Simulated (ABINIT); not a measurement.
## KF (Carobbiite) in ABINIT: the effect of functional

KF (Carobbiite):

```
K F
1.0
     0.00000    2.67185    2.67185
     2.67185    0.00000    2.67185
     2.67185    2.67185    0.00000
K F
1 1
Direct
  0.00000 0.00000 0.00000
  0.50000 0.50000 0.50000
```

Alike in all runs:

```yaml
Program: ABINIT 10.8.3 (patched build)
Task: single point
Potentials_or_basis: PseudoDojo NC SR PBE v0.4.1 standard
Cutoff: 952 eV
k_mesh: 6 × 6 × 6
Occupations: fixed
Spin: no spin polarisation
```

| functional | gap on the mesh (eV) |
| --- | --- |
| PBE0 | 8.96 |
| PBEsol | 6.04 |
| PBE | 6.20 |
| HSE06 | ? |

Question: What does the run with functional HSE06 give?

Answer: gap on the mesh 8.18 eV.

Caveats: Libxc's HSE differs a little from that of other programs (some runs).

